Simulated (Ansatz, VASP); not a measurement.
# Two plane-wave programs on ZrB2

Contents of INCAR:

```
PREC = Accurate
ENCUT = 520
EDIFF = 1E-6
ISMEAR = 0
SIGMA = 0.1
LREAL = F
LASPH = T
NELM = 80
ALGO = Normal
ISIF = 2
LWAVE = F
LCHARG = F
GGA = CA
```

KPOINTS

```
regular mesh
0
Gamma
  10 10 8
```

The input POSCAR:

```
ZrB2
1.0
    3.1700000000      0.0000000000      0.0000000000
   -1.5850000000      2.7453005300      0.0000000000
    0.0000000000      0.0000000000      3.5330000000
Zr B
1 2
Direct
    0.0000000000      0.0000000000      0.0000000000
    0.6666666667      0.3333333333      0.5000000000
    0.3333333333      0.6666666667      0.5000000000
```

The input input.yaml:

```yaml
crystal:
  lattice:
    - [3.17, 0.0, 0.0]
    - [-1.585, 2.74530053, 0.0]
    - [0.0, 0.0, 3.533]
  atoms:
    - { symbol: Zr, position: [0.0, 0.0, 0.0] }
    - { symbol: B, position: [0.6666666667, 0.3333333333, 0.5] }
    - { symbol: B, position: [0.3333333333, 0.6666666667, 0.5] }
hamiltonian:
  xc: lda
  pseudopotentials: { kind: paw }
kpoints:
  mp_grid: { grid: [10, 10, 8] }
scf:
  occupations: { method: gaussian, width: 0.1 }
output:
  forces: true
  stress: true
  eigenvalues: true
  write_density: true
  write_potential: true
  elf: true
  volumetric_format: npy
```

Alike in both runs: task single point; functional LDA; k mesh 10 × 10 × 8; occupations gaussian, width 0.1 eV; no spin polarisation.

```csv
,VASP,Ansatz
version,VASP 6.6.1,Ansatz 0.2.0
potentials or method,"VASP PAW LDA potentials, release 64 (Zr_sv, B)",Ansatz PAW
plane-wave cutoff (eV),520,420
valence electrons in the cell,18,18
```

|  | VASP | Ansatz | Ansatz less VASP |
| --- | --- | --- | --- |
| gap on the k mesh at the Fermi level (eV) | none | none | - |
| pressure (GPa) | -8.3 | -8.8 | -0.45 |
| largest component of the traceless stress (GPa) | 0.64 | 0.61 | -0.029 |

A gap of «none» marks a metal or a gap that the smearing closes.

Caveats: the PAW data sets come from PBE, with cores solved anew for the run's functional, which leaves a small shift of forces and pressure (Ansatz).
